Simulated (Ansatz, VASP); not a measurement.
# Two plane-wave programs on NiO

The input POSCAR:

```
NiO
1.0
    0.0000000000      2.0942116207      2.0942116207
    2.0942116207      0.0000000000      2.0942116207
    2.0942116207      2.0942116207      0.0000000000
Ni O
1 1
Direct
    0.0000000000      0.0000000000      0.0000000000
    0.5000000000      0.5000000000      0.5000000000
```

The input INCAR.step1:

```
PREC     = Accurate       # precision mode
ENCUT    = 520            # plane-wave cutoff, eV
ISMEAR   = 0              # smearing method
SIGMA    = 0.02           # smearing width, eV
LREAL    = F              # projectors in reciprocal space
LASPH    = T              # aspherical terms in the spheres
NELM     = 150            # most SCF steps
ISPIN    = 2              # spin polarisation
MAGMOM   = 1.84 0.31      # initial moments
LMAXMIX  = 4              # l up to which the mixer works
NBANDS   = 19             # bands
GGA      = PE             # functional
ALGO     = Normal         # electronic algorithm
EDIFF    = 1E-4           # SCF threshold, eV
LWAVE    = T              # write WAVECAR
LCHARG   = F              # write CHGCAR
```

The input INCAR.step2:

```
PREC     = Accurate       # precision mode
ENCUT    = 520            # plane-wave cutoff, eV
EDIFF    = 1E-7           # SCF threshold, eV
ISMEAR   = 0              # smearing method
SIGMA    = 0.02           # smearing width, eV
LREAL    = F              # projectors in reciprocal space
LASPH    = T              # aspherical terms in the spheres
NELM     = 150            # most SCF steps
ALGO     = Normal         # electronic algorithm
ISIF     = 2              # what is computed and relaxed
LWAVE    = F              # write WAVECAR
LCHARG   = F              # write CHGCAR
ISPIN    = 2              # spin polarisation
MAGMOM   = 1.84 0.31      # initial moments
LORBIT   = 11             # projections on sites
LMAXMIX  = 4              # l up to which the mixer works
METAGGA  = R2SCAN         # meta-GGA
LMIXTAU  = T            
NBANDS   = 19             # bands
ISTART   = 1
```

File KPOINTS:

```
regular mesh
0
Gamma
  12 12 12
```

Input for Ansatz:

```yaml
crystal:
  lattice:
    - [0.0, 2.0942116207, 2.0942116207]
    - [2.0942116207, 0.0, 2.0942116207]
    - [2.0942116207, 2.0942116207, 0.0]
  atoms:
    - { symbol: Ni, position: [0.0, 0.0, 0.0], spin: 1.84 }
    - { symbol: O, position: [0.5, 0.5, 0.5], spin: 0.31 }
basis:
  ecutwfc: 500
kpoints:
  mp_grid: { grid: [12, 12, 12] }
  band_path:
    path:
      - [[0.0, 0.0, 0.0], [0.5, 0.0, 0.5], [0.625, 0.25, 0.625]]
      - [[0.375, 0.375, 0.75], [0.0, 0.0, 0.0], [0.5, 0.5, 0.5], [0.5, 0.25, 0.75], [0.5, 0.0, 0.5]]
    npoints: 14
hamiltonian:
  xc: r2scan
scf:
  occupations: { method: gaussian, width: 0.02 }
  n_extra_bands: 6
output:
  forces: true
  stress: true
  eigenvalues: true
  populations: true
  dos: { projected: true, de: 0.02, nscf_kmesh: { grid: [18, 18, 18] } }
  bader: true
  write_density: true
  write_potential: true
  elf: true
  volumetric_format: npy
magnetization:
  spin_polarized: true
checkpoint:
  read: start.run
  write: ck
  compress: false
  write_wavefunctions: false
  write_every: 100000
```

Alike in both runs: task single point; functional r2SCAN; k mesh 12 × 12 × 12; occupations gaussian, width 0.02 eV; collinear spin.

|  | VASP | Ansatz |
| --- | --- | --- |
| version | VASP 6.6.1 | Ansatz 0.2.0 |
| potentials or method | VASP PAW PBE potentials, release 64 (Ni, O) | scalar-relativistic, plane waves, PAW |
| plane-wave cutoff (eV) | 520 | 500 |
| valence electrons in the cell | 16 | 24 |

Ansatz gave:

```
gap on the k mesh at the Fermi level (eV)                     : 0.82
least direct gap on the mesh (eV)                             : 1.83
pressure (GPa)                                                : 0.0
net moment per atom (μB)                                      : 1.00
size of the moment on the site where the two differ most (μB) : 1.67
```

Task: Which values does VASP return?

Result: gap on the k mesh at the Fermi level (eV): 0.74; least direct gap on the mesh (eV): 1.75; pressure (GPa): 0.1; net moment per atom (μB): 1.00; size of the moment on the site where the two differ most (μB): 1.69.

Site moments also hang on the region over which each program counts them. The two sets of potentials don't hold the same shells in valence. Ansatz warned: «stability_check_not_made».

Caveats: the PAW data sets were made with another functional, which shifts forces and pressure a little (VASP); a cell with one magnetic atom can't hold antiferromagnetic order, which such compounds often take. r2SCAN opens gaps a little over a GGA but as a rule still falls short of measured ones. A k mesh can miss the band edges.
